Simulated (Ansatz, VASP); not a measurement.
Given: the input of a run of Ansatz 0.2.0 on EuS.

File input.yaml:

```yaml
crystal:
  lattice:
    - [0.0, 2.9785, 2.9785]
    - [2.9785, 0.0, 2.9785]
    - [2.9785, 2.9785, 0.0]
  atoms:
    - { symbol: Eu, position: [0.0, 0.0, 0.0], spin: 7.0, spin_axis: [4.95, 4.95, 0.0] }
    - { symbol: S, position: [0.5, 0.5, 0.5] }
hamiltonian:
  xc: pbe
  pseudopotentials: { kind: paw_fr }
magnetization:
  noncollinear: true
  spin_orbit: true
kpoints:
  mp_grid: { grid: [6, 6, 6] }
  band_path:
    path:
      - [[0.0, 0.0, 0.0], [0.5, 0.0, 0.5], [0.5, 0.25, 0.75], [0.375, 0.375, 0.75], [0.0, 0.0, 0.0], [0.5, 0.5, 0.5], [0.625, 0.25, 0.625], [0.5, 0.25, 0.75], [0.5, 0.5, 0.5], [0.375, 0.375, 0.75]]
      - [[0.625, 0.25, 0.625], [0.5, 0.0, 0.5]]
    npoints: 14
scf:
  occupations: { method: fermi_dirac, width: 0.05 }
  n_extra_bands: 6
output:
  forces: true
  stress: true
  eigenvalues: true
  fatbands: true
```

Potentials or basis: Ansatz PAW.

Command:

```sh
$ ansatz run input.yaml --threads 2 --pin off --max-ram 5632MiB --backend cpu --events-out ev --progress --plain --runs-dir out
```

Translate it to VASP 6.6.1. Potentials there: VASP PAW PBE potentials, release 64 (Eu, S).

As run (the cutoff follows the program's own potentials):

INCAR

```
PREC = Accurate ; ENCUT = 520
EDIFF = 1E-7 ; ISMEAR = -1
SIGMA = 0.05 ; LREAL = F
LASPH = T ; NELM = 120
ALGO = Normal ; ISIF = 2
LWAVE = F ; LCHARG = F
MAGMOM = 4.95 4.95 0 0 0 0 ; LORBIT = 11
LSORBIT = T ; GGA_COMPAT = F
LORBMOM = T ; LMAXMIX = 6
GGA = PE ; NBANDS = 35
```

KPOINTS

```
regular mesh
0
Gamma
  6 6 6
```

The input POSCAR:

```
EuS
1.0
    0.0000000000      2.9785000000      2.9785000000
    2.9785000000      0.0000000000      2.9785000000
    2.9785000000      2.9785000000      0.0000000000
Eu S
1 1
Direct
    0.0000000000      0.0000000000      0.0000000000
    0.5000000000      0.5000000000      0.5000000000
```

Contents of KPOINTS_OPT:

```
path GXWKGLUWLK,UX
20
line-mode
reciprocal
 0.0000000000  0.0000000000  0.0000000000  G
 0.5000000000  0.0000000000  0.5000000000  X

 0.5000000000  0.0000000000  0.5000000000  X
 0.5000000000  0.2500000000  0.7500000000  W

 0.5000000000  0.2500000000  0.7500000000  W
 0.3750000000  0.3750000000  0.7500000000  K

 0.3750000000  0.3750000000  0.7500000000  K
 0.0000000000  0.0000000000  0.0000000000  G

 0.0000000000  0.0000000000  0.0000000000  G
 0.5000000000  0.5000000000  0.5000000000  L

 0.5000000000  0.5000000000  0.5000000000  L
 0.6250000000  0.2500000000  0.6250000000  U

 0.6250000000  0.2500000000  0.6250000000  U
 0.5000000000  0.2500000000  0.7500000000  W

 0.5000000000  0.2500000000  0.7500000000  W
 0.5000000000  0.5000000000  0.5000000000  L

 0.5000000000  0.5000000000  0.5000000000  L
 0.3750000000  0.3750000000  0.7500000000  K

 0.6250000000  0.2500000000  0.6250000000  U
 0.5000000000  0.0000000000  0.5000000000  X
```

Potentials or basis: VASP PAW PBE potentials, release 64 (Eu, S).

Run with:

```sh
$ cat potpaw_PBE.64/Eu/POTCAR potpaw_PBE.64/S/POTCAR > POTCAR
$ mpirun -np 1 vasp_ncl > vasp.out
```

Both were run:

|  | VASP | Ansatz | Ansatz less VASP |
| --- | --- | --- | --- |
| gap on the k mesh at the Fermi level (eV) | none | none | - |
| pressure (GPa) | -3.0 | -2.8 | +0.15 |
| net moment per atom (μB) | 3.46 | 3.46 | -0.002 |

A gap of «none» marks a metal or a gap that the smearing closes.

Caveats: a cell with one magnetic atom can't hold antiferromagnetic order, which such compounds often take; without U or exact exchange the open f shell lies at the Fermi level, which spoils levels, moments and volumes; the thresholds are loose for stress (Ansatz). The state reached can hang on the start; a lower one may exist.
